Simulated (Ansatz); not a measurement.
**SiC (F-43m):Sb_C, thermodynamic levels from a 54-atom cell**

Charge states of Sb_C in SiC (F-43m), set against the band edges. Model: a cell of 54 host atoms with 1 C taken out and 1 Sb put in.

Program: Ansatz 0.2.0. Level of theory: place-levels on r2SCAN runs: charge-transition levels and formation energies with image-charge correction and potential alignment at the atomic sites. Results are calculated unless marked as measured.

**Measured values to reproduce.**

“Insight into the structural, elastic and electronic properties of a new orthorhombic 6O-SiC polytype” (2020, pmc:7200658) quotes from earlier work for SiC, cubic 3C zincblende (literature value): band gap (indirect gap) 2.4 eV [literature value; measurement temperature and method not stated].

## Step 1: The starting structure

The cell holds 54 atoms: 27 Si, 26 C and 1 Sb. Its edges and angles: a = 9.242 Å, b = 9.242 Å, c = 9.242 Å, α = 60.0°, β = 60.0°, γ = 60.0°. It derives from SiC (space group F-43m). Nearest the centre at fractional (0.417, 0.417, 0.417): Sb28 at 0.00 Å, Si29 at 1.89 Å, Si45 at 1.89 Å, Si33 at 1.89 Å, Si27 at 1.89 Å, C46 at 3.08 Å, C34 at 3.08 Å, C30 at 3.08 Å.

As a file:

```xyz
54
Lattice="0.0000 6.5348 6.5348 6.5348 0.0000 6.5348 6.5348 6.5348 0.0000" Properties=species:S:1:pos:R:3 pbc="T T T"
Si    0.0000    0.0000    0.0000
C     1.0891    1.0891    1.0891
Si    2.1783    2.1783    0.0000
C     3.2674    3.2674    1.0891
Si    4.3566    4.3566    0.0000
C     5.4457    5.4457    1.0891
Si    2.1783    0.0000    2.1783
C     3.2674    1.0891    3.2674
Si    4.3566    2.1783    2.1783
C     5.4457    3.2674    3.2674
Si    6.5348    4.3566    2.1783
C     7.6240    5.4457    3.2674
Si    4.3566    0.0000    4.3566
C     5.4457    1.0891    5.4457
Si    6.5348    2.1783    4.3566
C     7.6240    3.2674    5.4457
Si    8.7131    4.3566    4.3566
C     9.8023    5.4457    5.4457
Si    0.0000    2.1783    2.1783
C     1.0891    3.2674    3.2674
Si    2.1783    4.3566    2.1783
C     3.2674    5.4457    3.2674
Si    4.3566    6.5348    2.1783
C     5.4457    7.6240    3.2674
Si    2.1783    2.1783    4.3566
C     3.2674    3.2674    5.4457
Si    4.3566    4.3566    4.3566
Sb    5.4457    5.4457    5.4457
Si    6.5348    6.5348    4.3566
C     7.6240    7.6240    5.4457
Si    4.3566    2.1783    6.5348
C     5.4457    3.2674    7.6240
Si    6.5348    4.3566    6.5348
C     7.6240    5.4457    7.6240
Si    8.7131    6.5348    6.5348
C     9.8023    7.6240    7.6240
Si    0.0000    4.3566    4.3566
C     1.0891    5.4457    5.4457
Si    2.1783    6.5348    4.3566
C     3.2674    7.6240    5.4457
Si    4.3566    8.7131    4.3566
C     5.4457    9.8023    5.4457
Si    2.1783    4.3566    6.5348
C     3.2674    5.4457    7.6240
Si    4.3566    6.5348    6.5348
C     5.4457    7.6240    7.6240
Si    6.5348    8.7131    6.5348
C     7.6240    9.8023    7.6240
Si    4.3566    4.3566    8.7131
C     5.4457    5.4457    9.8023
Si    6.5348    6.5348    8.7131
C     7.6240    7.6240    9.8023
Si    8.7131    8.7131    8.7131
C     9.8023    9.8023    9.8023
```

Screening for the image-charge correction: ε∞ = 7.01, ε0 = 10.34, computed on the host (DFPT, PBEsol, on the LDA cell), and a cell off the functional's own equilibrium shifts the ionic part.

The cell's shortest repeat is 9.2 Å.

## Step 2: The runs of each charge state

Levels follow from differences of total energies between charge states, each relaxed by itself.

Each atom starts 0.05 Å or so off its site in a random direction: a symmetric start keeps its symmetry, and would miss off-centre moves and Jahn–Teller distortions. Forces are taken on a 2×2×2 shifted mesh. The cell holds 1 electron more than the neutral one, with a uniform background that keeps it neutral on the whole.

The sampling was tested on the host first: at the k-points planned (1x1x1 shifted 0.25 0.25 0.25) its energy lies 0.119 eV an atom from the dense-mesh value, so the final energies take a denser sampling.

One state's input; the others differ in charge, spin, start and seed, and in occupations where the table says so.

Contents of qm1.relax/input.yaml:

```yaml
crystal:
  lattice:
    - [0.0, 2.17828075, 2.17828075]
    - [2.17828075, 0.0, 2.17828075]
    - [2.17828075, 2.17828075, 0.0]
  atoms:
    - { symbol: Si, position: [0.0, 0.0, 0.0] }
    - { symbol: C, position: [0.25, 0.25, 0.25] }
  supercell: [3, 3, 3]
  defects: [{ substitution: { at: 27, symbol: Sb } }]
total_charge: -1
basis:
  ecutwfc: 500
  xc_grid: 2
hamiltonian:
  xc: r2scan
kpoints:
  mp_grid: { grid: [2, 2, 2], shift: [0.5, 0.5, 0.5] }
scf:
  occupations: { method: fixed }
  max_iter: 80
output:
  forces: true
  charged_corrections: { epsilon: 7.01, static_epsilon: 10.34 }
relax:
  f_tol: 0.02
  max_steps: 80
  random_displacement: { amplitude: 0.05, seed: 2903 }
checkpoint:
  write: "../qm1.relax.run"
  compress: false
  write_wavefunctions: true
  write_every: 100000
```

Command:

```sh
ansatz run input.yaml --threads 4 --pin off --max-ram 7536MiB --backend cpu --events-out ev --progress --plain --runs-dir out
```

The run of this state that the levels use, under r2SCAN:

Contents of qm1.point/input.yaml:

```yaml
crystal:
  checkpoint: "../qm1.relax.run"
  host: checkpoint
total_charge: -1
basis:
  ecutwfc: 500
  xc_grid: 2
hamiltonian:
  xc: r2scan
kpoints:
  mp_grid: { grid: [2, 2, 2], shift: [0.5, 0.5, 0.5] }
scf:
  occupations: { method: fixed }
  max_iter: 80
output:
  forces: true
  eigenvalues: true
  charged_corrections:
    epsilon: 7.01
    static_epsilon: 10.34
    defect_position: [0.416667, 0.416667, 0.416667]
  eigenstates: { localisation: true }
  populations: true
  band_densities: [{ bands: [v1, v1] }, { bands: [c1, c1] }]
  write_density: true
  write_potential: true
  volumetric_format: npy
checkpoint:
  read: "../qm1.relax.run"
  write: "../qm1.point.run"
  compress: false
  write_wavefunctions: false
  write_every: 100000
```

Relaxations under r2SCAN at a 2×2×2 shifted mesh; times on 4 threads of Arm Neoverse V1, shared host:

| charge | moment (μB) | occupations | outcome | steps | largest displacement against the far atoms (Å) | time |
| --- | --- | --- | --- | --- | --- | --- |
| −1 | 0 | fixed | converged | 7 | 0.45 | 2.9 min |
| 0 | 1 | fixed | converged | 8 | 0.42 | 8.3 min |
| +1 | 0 | fixed | converged | 6 | 0.39 | 2.4 min |
| −1 | 2 | fixed | converged | 7 | 0.51 | 7.9 min |

Single points under r2SCAN at a 2×2×2 shifted mesh; times on 4 threads of Arm Neoverse V1, shared host:

| charge | moment (μB) | occupations | outcome | time |
| --- | --- | --- | --- | --- |
| −1 | 0 | fixed | converged | 26 s |
| 0 | 1 | fixed | converged | 60 s |
| +1 | 0 | fixed | converged | 26 s |
| −1 | 2 | fixed | converged | 54 s |

Distances (Å) from Sb28 to the nearest atoms after relaxation with r2SCAN:

| charge | moment (μB) | 1. | 2. | 3. | 4. | 5. | 6. |
| --- | --- | --- | --- | --- | --- | --- | --- |
| −1 | 0 | Si 2.29 | Si 2.29 | Si 2.29 | Si 2.30 | C 3.12 | C 3.12 |
| −1 | 2 | Si 2.29 | Si 2.29 | Si 2.30 | Si 2.32 | C 3.08 | C 3.09 |
| 0 | 1 | Si 2.28 | Si 2.28 | Si 2.28 | Si 2.29 | C 3.13 | C 3.13 |
| +1 | 0 | Si 2.27 | Si 2.27 | Si 2.27 | Si 2.27 | C 3.14 | C 3.14 |

## Step 3: Levels against the band edges, r2SCAN

A charged cell interacts with its images and the background, and its potential has another zero than the host's. place-levels removes the first by a point-charge model, screened by the static dielectric constant since the ions have relaxed around the charge, and the second by comparing potentials at atoms far from the defect.

The host is a run of the defect-free crystal in the same cutoffs, grids and k-points, so that basis and sampling errors cancel in part in the differences. The host is run in a cell of 2 atoms on a matching mesh. Its band edges are searched through the zone by a band path, so the gap is smaller than, or equal to, that on the mesh. Chemical potentials are energies per atom of C (diamond) and Sb (A7 rhombohedral), run with the same functional and cutoff. Carbon is taken as diamond, which semilocal functionals can put about 0.1 eV an atom over graphite.

Contents of levels.point.yaml:

```yaml
host:
  run: host.point.run
states: [qm1.point.run, q0_M1.point.run, qp1.point.run, qm1_M2.point.run]
geometry_from:
  qm1.point.run: qm1.relax.run
  q0_M1.point.run: q0_M1.relax.run
  qp1.point.run: qp1.relax.run
  qm1_M2.point.run: qm1_M2.relax.run
  host.point.run: host.relax.run
chemical_potentials:
  C:
    energy: -251.555749
    dataset: <sha256 of the dataset>
  Sb:
    energy: -6499.126776
    dataset: "<sha256 of the dataset>"
epsilon: 7.01
static_epsilon: 10.34
vertical:
  - { from: qm1.point.run, to: qm1.point_neutral.run }
  - { from: qp1.point.run, to: qp1.point_neutral.run }
  - { from: qm1_M2.point.run, to: qm1_M2.point_neutral.run }
```

Command:

```sh
ansatz place-levels levels.point.yaml -- --threads 4 --pin off --max-ram 7536MiB
```

Numbers of over 12 decimals in the logs are rounded to 6 here.

The program printed:

```text
[... repeated set-up lines and file paths are left out, and long positions are rounded to six places ...]
(+1/0) 1.808 eV above the valence edge (+1.837 eV without the band-filling correction), in the conduction band; not on the lower envelope
(0/-1) 1.776 eV above the valence edge (+2.229 eV without the band-filling correction), in the conduction band; not on the lower envelope
(+1/-1) 1.792 eV above the valence edge (+2.033 eV without the band-filling correction), in the conduction band: charges between them are lowest nowhere
formation energy of charge +1: +6.895 eV with the Fermi level at the valence edge
formation energy of charge 0: +8.702 eV with the Fermi level at the valence edge
formation energy of charge -1: +10.478 eV with the Fermi level at the valence edge
vertical -1 to 0: no energy, since no alignment is typed
  the change from vertical[0].from (qm1.point.run) to vertical[0].to (qm1.point_neutral.run): by its potential at epsilon 7.01 it stands at 0.243 0.243 0.243, with an rms radius of about 4.5 Å (2.6 2.6 2.6 Å across the planes of the cell's vectors); [...]
vertical +1 to 0: no energy, since no alignment is typed
  the change from vertical[1].from (qp1.point.run) to vertical[1].to (qp1.point_neutral.run): by its potential at epsilon 7.01 it stands at 0.252 0.252 0.253, with an rms radius of about 4.3 Å (2.5 2.5 2.5 Å across the planes of the cell's vectors); [...]
vertical -1 to 0: no energy, since no alignment is typed
  the change from vertical[2].from (qm1_M2.point.run) to vertical[2].to (qm1_M2.point_neutral.run): by its potential at epsilon 7.01 it stands at 0.198 0.267 0.268, with an rms radius of about 3.3 Å (2.1 1.8 1.8 Å across the planes of the cell's vectors); [...]
  edges by r2scan, gap 1.712 eV; the host is sampled to repeats of 18.48 Å
  the defect's cells are sampled to repeats of 18.48 Å, like sampling
  charge +1: -30316.0694 eV with its correction of +0.732 eV, at epsilon 10.34, aligned at sites: +0.4874 eV, mean over 19 atomic sites at or beyond 4.62 Å from the defect at [0.4167, 0.4167, 0.4167], with +0.000000 for the charge's moments and without [...]
  charge 0: +0.000 eV for its dipole among its images, +0.000 omitted
  charge -1: -30293.2539 eV with its correction of -0.366 eV, at epsilon 10.34, aligned at sites: +0.6103 eV, mean over 19 atomic sites at or beyond 4.62 Å from the defect at [0.4167, 0.4167, 0.4167], with +0.000000 for the charge's moments and without [...]
  charge -1: states[3] (qm1_M2.point.run) stands 0.699 eV higher, with a moment of 2.00 μB against 0.00
  of states[2] (qp1.point.run): it parts from the run at its places by a charge that spreads by about 2.5 Å along one vector (1.3 Å or more is wide), by its potential at epsilon 7.01, taken for that of held ions (one typed too small widens it), where the cell [...]
  of states[1] (q0_M1.point.run): a band-filling correction moves a carrier to the host's band edge, which changes its energy by -0.029 eV; [...]
  of states[0] (qm1.point.run): it parts from the run at its places by a charge that spreads by about 2.6 Å along one vector (1.3 Å or more is wide), by its potential at epsilon 7.01, taken for that of held ions (one typed too small widens it), where the cell [...]
  of states[3] (qm1_M2.point.run): it parts from the run at its places by a charge that spreads by about 2.1 Å along one vector (1.3 Å or more is wide), by its potential at epsilon 7.01, taken for that of held ions (one typed too small widens it), where the [...]
  of vertical[0].from (qm1.point.run): it parts from the run at its places by a charge that spreads by about 2.6 Å along one vector (1.3 Å or more is wide), by its potential at epsilon 7.01, taken for that of held ions (one typed too small widens it), where [...]
  of vertical[0].to (qm1.point_neutral.run): stability_check_not_made
  of vertical[1].from (qp1.point.run): it parts from the run at its places by a charge that spreads by about 2.5 Å along one vector (1.3 Å or more is wide), by its potential at epsilon 7.01, taken for that of held ions (one typed too small widens it), where [...]
  of vertical[1].to (qp1.point_neutral.run): stability_check_not_made
  of vertical[2].from (qm1_M2.point.run): its moments are held at its close (magnetization.spin_locking), by a field of 0.338 eV a Bohr magneton, and its energy and levels are of the state that this holds: a run that lets them go can end lower; [...]
  of vertical[2].to (qm1_M2.point_neutral.run): stability_check_not_made
```

It took 0.44 s on 4 threads of Arm Neoverse V1, shared host.

Levels between the charges placed, in eV above the valence top:

|  | gap (eV) | (+1/0) | (0/−1) |
| --- | --- | --- | --- |
| r2SCAN | 1.71 | 1.81 | 1.78 |

Corrections by state:

| charge | moment (μB) | image terms and alignment (eV) | band filling (eV) | ε used | over the lowest of its charge, as the program ranks them, band filling apart (eV) |
| --- | --- | --- | --- | --- | --- |
| +1 | 0.0 | 0.732 | - | 10.34 | 0.000 |
| 0 | 1.0 | 0.000 | -0.029 | - | 0.000 |
| −1 | 0.0 | -0.366 | -0.482 | 10.34 | 0.000 |
| −1 | 2.0 | -0.370 | - | 10.34 | 0.699 |

The charged structures listed were also run neutral, and place-levels reads from each pair, by the potential or the spins, how wide the charge is by which they differ; that can be the carrier of either run.

| charge | rms radius (Å) | spread where it is widest against the cell (Å) | wide from (Å) | reading |
| --- | --- | --- | --- | --- |
| +1 | 4.3 | 2.51 | 1.31 | wide |
| −1 | 4.5 | 2.60 | 1.31 | wide |

The neutral runs of these pairs need not share the spin of the lowest neutral state, and very wide values only mean spread over the cell.

From the program's caveats on the states, each cut to its opening words:

- charge +1: it parts from the run at its places by a charge that spreads by about 2.5 Å along one vector (1.3 Å or more is wide), by its potential at epsilon 7.01, taken [...]
- charge +1: its alignment with the host at atomic sites is doubtful: the mean over the far sites moves by +0.1035 eV from their farther parts to their nearer, more than [...]
- charge 0 (1 μB): a band-filling correction moves a carrier to the host's band edge, which changes its energy by -0.029 eV
- charge 0 (1 μB): its alignment with the host at atomic sites is doubtful: the mean over the far sites moves by +0.0998 eV from their farther parts to their nearer, more than [...]
- charge 0 (1 μB), −1 (2 μB): flagged: stability check not made
- charge −1: it parts from the run at its places by a charge that spreads by about 2.6 Å along one vector (1.3 Å or more is wide), by its potential at epsilon 7.01, taken [...]
- charge −1: a band-filling correction moves a carrier to the host's band edge, which changes its energy by -0.482 eV
- charge −1: its alignment with the host at atomic sites is doubtful: the mean over the far sites moves by +0.0921 eV from their farther parts to their nearer, more than [...]
- charge −1 (2 μB): it parts from the run at its places by a charge that spreads by about 2.1 Å along one vector (1.3 Å or more is wide), by its potential at epsilon 7.01, taken [...]
- charge −1 (2 μB): its alignment with the host at atomic sites is doubtful: the mean over the far sites moves by +0.1618 eV from their farther parts to their nearer, more than [...]
- charge −1 (2 μB): its moments are held at its close (magnetization.spin_locking), by a field of 0.338 eV a Bohr magneton, and its energy and levels are of the state that this [...]
- charge −1 (2 μB): filled levels lie above empty ones at the fixed electron count

The host's formation energy from the elements is -0.356 eV per atom; it sets how far the chemical potentials can move.

Formation energies (eV), C-rich (Δμ(C) = 0.00 eV, Δμ(Si) = -0.71 eV, Δμ(Sb) = 0.00 eV):

| charge | Fermi level at the valence top | at the conduction bottom |
| --- | --- | --- |
| +1 | 6.89 | 8.61 |
| 0 | 8.70 | 8.70 |
| −1 | 10.48 | 8.77 |

Formation energies (eV), Si-rich (Δμ(Si) = 0.00 eV, Δμ(C) = -0.71 eV, Δμ(Sb) = 0.00 eV):

| charge | Fermi level at the valence top | at the conduction bottom |
| --- | --- | --- |
| +1 | 6.18 | 7.89 |
| 0 | 7.99 | 7.99 |
| −1 | 9.77 | 8.05 |

## Step 4: What a wrong or other choice does

In this try the input is made faulty on purpose, to show what that does.

A choice is tested by changing it alone.

levels.try1.yaml is levels.point.yaml with these lines changed:

```diff
-epsilon: 7.01
-static_epsilon: 10.34
+epsilon: 1.0001
+static_epsilon: 1.0001
```

Command:

```sh
ansatz place-levels levels.try1.yaml -- --threads 4 --pin off --max-ram 7536MiB
```

The program printed:

```text
(+1/0) 0.313 eV above the valence edge, 1.400 eV under the conduction edge
[...]
formation energy of charge +1: +8.419 eV with the Fermi level at the valence edge
formation energy of charge 0: +8.732 eV with the Fermi level at the valence edge
formation energy of charge -1: +10.537 eV with the Fermi level at the valence edge
vertical -1 to 0: no energy, since no alignment is typed
vertical +1 to 0: no energy, since no alignment is typed
vertical -1 to 0: no energy, since no alignment is typed
  edges by r2scan, gap 1.712 eV; the host is sampled to repeats of 18.48 Å
[... the lines on each state left out ...]
```

The change: no screening of the image charge.

Levels in eV above the valence top; the changed ones are not the defect's:

|  | gap (eV) | (+1/0) | (0/−1) |
| --- | --- | --- | --- |
| changed | 1.71 | 0.31 | 1.81 |
| as set up | 1.71 | 1.81 | 1.78 |

The largest shift is 1.50 eV, band-filling terms included.

## Step 5: Summary of results

| Quantity | Value |
| --- | --- |
| gap of the host | 1.71 eV (r2SCAN) |
| level (plus 1/0) | 1.81 eV above the valence top, past the conduction bottom, not a change between lowest states (1.84 eV above the valence top without the band-filling term) |
| level (0/minus 1) | 1.78 eV above the valence top, past the conduction bottom, not a change between lowest states (2.23 eV above the valence top without the band-filling term) |
| lowest of the charges placed, just above the valence top (0.02 eV) | +1 |
| lowest of the charges placed, just below the conduction bottom (0.02 eV) | +1 |
| lowest formation energy at mid-gap of the charges run, C-rich | 7.75 eV |
| lowest formation energy at mid-gap of the charges run, Si-rich | 7.04 eV |

**Reading.** Of the charges placed (−1, 0 and +1), +1 is the lowest from 0.02 eV above the valence top to 0.02 eV below the conduction bottom, a gap of 1.71 eV. Charges above +1 were not placed, so these runs say nothing of levels that involve them. States placed: +1 at 0 μB; 0 at 1 μB; −1 at 0 μB and 2 μB. Other spin states or structures, where not listed, weren't placed. The program finds carriers beyond a band edge of the host and adds a band-filling term at charge −1 (-0.48 eV) and 0 (-0.03 eV); steps to such a charge show no bound level, and a defect level inside a band would be read the same way. Sb is taken at its element; compounds, which aren't counted here, bound the chemical potentials and would shift these formation energies. The program doubts the alignment of potentials for at least one state, a sign that the cell is small. Limits: r2SCAN makes the gap too small and tends to spread out bound carriers; spin–orbit coupling, which can matter with heavy atoms, is left out.

Computed beside measured:

| quantity | measured | r2SCAN |
| --- | --- | --- |
| band gap (least gap of the host) (eV) | 2.4 | 1.71 (-0.69 eV) |

Measured values from pmc:7200658 (2020).

Verdict: The band gap is off by -0.69 eV: a clear miss. Local and semilocal functionals usually give gaps below the measured ones. Zero-point and thermal motion shift the measured gap.

[Logs are printed without paths, hosts, clocks, repeated set-up lines and the standing remarks that a program may print on its own settings, such as how far it seeks lower states.]

[Hosts, paths, dates, database ids (printed as entryN), source tags and the programs' standing remarks are cut or masked in the printed files.]

[Where a table of states has a column of steps, it counts the stored structures, which are thinned; the runs took as many ionic steps or more.]

[A defect's name tells the site on which it was built; relaxed atoms can leave that site.]

[For some hosts the program warned that the k-mesh of the response run may be too coarse for force constants and the static dielectric constant; such warnings are not shown here.]
